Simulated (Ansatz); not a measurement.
Input and command of a plane-wave DFT calculation in Ansatz:

```yaml
crystal:
  lattice:
    - [0.0, 2.2826708204, 2.2826708204]
    - [2.2826708204, 0.0, 2.2826708204]
    - [2.2826708204, 2.2826708204, 0.0]
  atoms:
    - { symbol: Ga, position: [0.0, 0.0, 0.0] }
    - { symbol: "N", position: [0.75, 0.75, 0.75] }
basis:
  ecutwfc: 500
kpoints:
  mp_grid: { grid: [10, 10, 10] }
hamiltonian:
  xc: r2scan
scf:
  occupations: { method: gaussian, width: 0.05 }
output:
  forces: true
  stress: true
  eigenvalues: true
  write_density: true
  write_potential: true
  elf: true
  volumetric_format: npy
```

```bash
ansatz run input.yaml --threads 2 --pin off --max-ram 5120MiB --backend cpu --events-out ev --progress --plain --runs-dir out
```

Processor: Intel(R) Xeon(R) Platinum 8375C CPU @ 2.90GHz (Ice Lake), 2 threads, on a host shared with other jobs.

**Question.** How long does it run, and how much memory does it take?

**Answer.** About 2.5 s on 2 threads of Intel(R) Xeon(R) Platinum 8375C CPU @ 2.90GHz (Ice Lake), with other jobs on the host, peak memory 0.42 GiB. It solves 13 bands at 47 k points (the mesh reduced by symmetry) with about 609 plane waves, in 8 SCF iterations.
